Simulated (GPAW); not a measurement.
# Te (C2/m) in GPAW: single point with LDA

Aim: the single point of Te with LDA.

Everything below comes from runs of GPAW 26.7.0. Logs are shortened: lines on timing, memory, paths and dates and some standing lists are left out, and cuts for length are marked. The log counts tension as positive stress, the text compression.

**1. The structure**

Symmetry: C2/m, No. 12, monoclinic system. The conventional cell has a = 7.641 Å, b = 4.296 Å, c = 5.977 Å, α = 90.00°, β = 90.90°, γ = 90.00°. Te (site symmetry 2/m) is surrounded by 6 Te at 3.09 to 3.31 Å. Around Te (site symmetry m) lie 6 Te at 3.03 to 3.47 Å.

This isn't the form of Te at room conditions, which is trigonal, of chains.

**2. Single point, LDA**

The input, run.py:

```python
from ase import Atoms
from ase.dft.bandgap import bandgap
from ase.io import write
from ase.units import GPa
from gpaw import GPAW, PW

atoms = Atoms(['Te', 'Te', 'Te'],
              cell=[[3.8202894285, -2.1482026, 0.0],
                    [3.8202894285, 2.1482026, 0.0],
                    [-0.0942908673, 0.0, 5.9760906531]],
              scaled_positions=[[0.0, 0.0, 0.0],
                                [0.30944661, 0.30944661, 0.33880949],
                                [0.69055339, 0.69055339, 0.66119051]],
              pbc=True)

calc = GPAW(mode=PW(450),
            xc='LDA',
            kpts={'size': (6, 6, 4), 'gamma': True},
            occupations={'name': 'fermi-dirac', 'width': 0.05},
            nbands=19,
            maxiter=120,
            txt='gpaw.txt')
atoms.calc = calc
energy = atoms.get_potential_energy()
forces = atoms.get_forces()
stress = atoms.get_stress()
calc.write('gs.gpw')
write('result.traj', atoms)
print(f'Energy: {energy:.6f} eV')
print('Forces (eV/A):')
print(forces.round(4))
print('Stress (GPa):', (stress / GPa).round(3))
print('Fermi level:', round(calc.get_fermi_level(), 4), 'eV')
print(f'Gap: {bandgap(calc)[0]:.4f} eV, direct: {bandgap(calc, direct=True)[0]:.4f} eV')
```

Potentials or basis: the program's PAW data sets (release 1.2.1) made for this functional, pw.

Command:

```sh
OMP_NUM_THREADS=1 python run.py
```

gpaw.txt:

```text
__  _  _
 | _ |_)|_||  |
 |__||  | ||/\| - 26.7.0

Input parameters:
  mode=PW(ecut=450.00000000000006),
  kpts=MonkhorstPack(size=(6, 6, 4), gamma=True),
  maxiter=120,
  nbands=19,
  occupations=Occupations(name='fermi-dirac', width=0.05),
  xc=XC(name='LDA')

Diagonalizing LCAO Hamiltonian
Converting LCAO to pw mode

                    Te

             Te

       Te

Atoms  # Å, Bohr magnetons
|   | symbol |        x |        y |        z |    initial magnetic moments |
|---|--------|----------|----------|----------|-----------------------------|
| 0 |     Te | 0.000000 | 0.000000 | 0.000000 | ( 0.0000,  0.0000,  0.0000) |
| 1 |     Te | 2.332405 | 0.000000 | 2.024756 | ( 0.0000,  0.0000,  0.0000) |
| 2 |     Te | 5.213883 | 0.000000 | 3.951334 | ( 0.0000,  0.0000,  0.0000) |

Unit cell  # Å
| periodic |         x |         y |        z |  lengths |    angles |
|----------|-----------|-----------|----------|----------|-----------|
|      yes |  3.820289 | -2.148203 | 0.000000 | 4.382851 | 90.787906 |
|      yes |  3.820289 |  2.148203 | 0.000000 | 4.382851 | 90.787906 |
|      yes | -0.094291 |  0.000000 | 5.976091 | 5.976834 | 58.699323 |

Number of symmetries: 4
Symmetry operations  # r_c * U_cc + t_c -> r_c
|   | kind |            matrix            |
|---|------|------------------------------|
| 0 |  E   |  1, 0, 0,  0, 1, 0,  0, 0, 1 |
| 1 |  σ   |  0, 1, 0,  1, 0, 0,  0, 0, 1 |
| 2 |  C2  |  0,-1, 0, -1, 0, 0,  0, 0,-1 |
| 3 |  i   | -1, 0, 0,  0,-1, 0,  0, 0,-1 |

BZ-sampling:
  Number of BZ points: 144
  Number of IBZ points: 47

  Monkhorst-Pack size: [6, 6, 4]
  Monkhorst-Pack shift: [0.08333333333333333, 0.08333333333333333, 0.125]

K-points  # in reciprocal-cell coordinates
|     |                                coordinates |     weight |
|-----|--------------------------------------------|------------|
|   0 | (  0.00000000,   0.00000000,   0.00000000) | 0.00694444 |
|   1 | (  0.00000000,   0.00000000,   0.25000000) | 0.01388889 |
|   2 | (  0.00000000,   0.00000000,   0.50000000) | 0.00694444 |
|   3 | (  0.16666667,  -0.16666667,   0.00000000) | 0.01388889 |
|   4 | (  0.16666667,  -0.16666667,   0.25000000) | 0.02777778 |
|   5 | (  0.16666667,  -0.16666667,   0.50000000) | 0.01388889 |
|   6 | (  0.16666667,   0.00000000,  -0.25000000) | 0.02777778 |
|   7 | (  0.16666667,   0.00000000,   0.00000000) | 0.02777778 |
|   8 | (  0.16666667,   0.00000000,   0.25000000) | 0.02777778 |
|   9 | (  0.16666667,   0.00000000,   0.50000000) | 0.02777778 |
| ... |                                            |            |
|  46 | (  0.50000000,   0.50000000,   0.50000000) | 0.00694444 |

Plane wave coefficients: 2144
Cutoff: 450.00000000000006 eV

Spin-components: 1 (collinear spins)
Bands:           19
Projectors:      15
Spin-degeneracy: 2
Datatype:        complex128

Parallelization:
  kpt:    1
  domain: 1
  band:   1

Density:
  Valence electrons: 18.0
  Components: 1
  Grid points: [24 24 30]
  Charge: 0.0  # |e|

Potential:
  Grid points: [24 24 30]

species:
  Te:
    name:    Tellurium
    Z:       52.0
    valence: 6
    core:    46
    charge:  0.0  # [|e|]
    compensation charges:
      type: gauss
      rc: 0.36  # [Å]
      lmax: 2
    cutoffs:
      filter: 2.09  # [Å]
      core: 3.17  # [Å]
    projectors
    | kind |    occ | energy [eV] | rcut [Å] |
    |------|--------|-------------|----------|
    |   5s |  2.000 |     -15.337 |    1.180 |
    |   5p |  4.000 |      -6.113 |    1.196 |
    |    s |        |      11.875 |    1.180 |
    |    p |        |      21.098 |    1.196 |
    |    d |        |       0.000 |    1.238 |

    Using partial waves for Te as LCAO basis

Reference energy: -553912.488430  # eV

eigensolver:
  PPCG
  Converge bands: occupied
  niter=2

density mixing:
  MSR1-Mixer
  Pratt-step length: 0.05
  Maximum mixing coefficient: 0.75
  Old densities: 10
  SVD Regularization: 0.005
  Good broyden scale: 1.0
  Trust region scale: 1.0
  Backstep threshold: 4.0
  History deletion threshold: 6.0
  Fourier metric: weight=20.0, sigma=0.015

occupation numbers:
  Fermi-Dirac:
    width: 0.0500  # eV

poisson solver:
  ecut: 3600.0000000000005  # eV

xc functional:
  name: None

convergence criteria:
- Maximum [total energy] change in last 3 cyles: 0.0005 eV / valence electron
- Maximum integral of absolute [dens]ity change: 0.0001 electrons / valence electron
- Maximum integral of absolute [eigenst]ate change: 4e-08 eV^2 / valence electron
maximum number of iterations: 120

SCF iterations
|iter     | |      energy | eigst |  dens |
|---------|-|-------------|-------|-------|
|iter:   1| |  -11.500412 | -0.38 |       |
|iter:   2| |  -11.501142 | -2.35 | -1.32 |
|iter:   3| |  -11.481610 | -3.19 | -1.35 |
|iter:   4| |  -11.467900 | -3.74 | -1.70 |
|iter:   5| |  -11.467872 | -5.06 | -2.31 |
|iter:   6| |  -11.467898c| -5.72 | -2.73 |
|iter:   7| |  -11.467909c| -6.79 | -3.34 |
|iter:   8| |  -11.467910c| -7.67c| -4.01c|

Converged in 8 steps
Energy contributions relative to reference atoms: (reference = -553912.488430)

Energy contributions:
  Kinetic:           6.021492
  Coulomb:          -6.921473
  Zero:              0.238186
  External:          0.000000
  Xc:              -10.802501
  Entropy:          -0.007229
  Spinorbit:         0.000000
  ----------------------------
  Free energy:     -11.471524
  Extrapolated:    -11.467910

dipole moment: (-32.458959, 0.000000, -25.705046)  # |e|*Ang

Fermi level: 5.921
Eigenvalues  # (at kpt = [0.000, 0.000, 0.000])
| band index |      eig [eV] | occ [0-2] |
|------------|---------------|-----------|
|          0 |        -7.803 |     2.000 |
|          1 |        -4.643 |     2.000 |
|          2 |        -4.504 |     2.000 |
|          3 |         3.178 |     2.000 |
|          4 |         3.215 |     2.000 |
|          5 |         3.636 |     2.000 |
|          6 |         3.852 |     2.000 |
|          7 |         4.266 |     2.000 |
|          8 |         4.486 |     2.000 |
|          9 |         6.847 |     0.000 |
|         10 |         6.881 |     0.000 |
|         11 |         7.415 |     0.000 |
|         12 |        10.680 |     0.000 |
|         13 |        11.081 |     0.000 |
|         14 |        12.092 |     0.000 |
|         15 |        12.179 |     0.000 |
|         16 |        12.192 |     0.000 |
|        ... |               |           |
|         18 |        12.549 |     0.000 |

No gap
No difference between direct/indirect transitions

Forces  # eV/Ang
|        x |       y |        z |
|----------|---------|----------|
|  0.00000 | 0.00000 |  0.00000 |  # Te   0
| -0.00191 | 0.00000 | -0.00146 |  # Te   1
|  0.00191 | 0.00000 |  0.00146 |  # Te   2

Stress tensor  # eV/Ang^3
|        x |        y |        z |
|----------|----------|----------|
| 0.020727 | 0.000000 | 0.001230 |
| 0.000000 | 0.018116 | 0.000000 |
| 0.001230 | 0.000000 | 0.024767 |

# Writing to gs.gpw (mode='')
```

It took 33 s on 1 thread of Arm Neoverse V1, shared host; peak memory 0.18 GiB.

What came out:

- Free energy: -11.4715 eV
- Pressure: -3.4 GPa
- Band gap on the k mesh: none (metal or under the smearing width)

Forces on the atoms (eV/Å):
```
Te   0.000  0.000  0.000
Te  -0.002  0.000 -0.001
Te   0.002  0.000  0.001
```

Levels at points of the mesh, in eV from the Fermi level:
```
           k point  band 6  band 7  band 8  band 9  band 10  band 11  band 12  band 13
(0.00, 0.00, 0.00)   -2.28   -2.07   -1.65   -1.43     0.93     0.96     1.49     4.76
(0.00, 0.00, 0.50)   -2.62   -1.21   -0.81   -0.37    -0.22    -0.14     0.14     3.82
(0.50, 0.00, 0.00)   -4.13   -3.82   -0.65   -0.63     0.20     0.32     2.40     3.51
(0.50, 0.00, 0.50)   -3.45   -2.77   -2.65   -0.25     0.23     1.94     2.60     4.34
(0.50, 0.50, 0.00)   -4.09   -3.97   -0.36   -0.18     0.04     0.20     2.43     3.60
(0.50, 0.50, 0.50)   -3.27   -3.14   -2.57   -0.12     0.24     2.28     2.39     4.27
```

Caveat: the cutoff is short for stress and forces, so pressures can be off by a GPa or more.
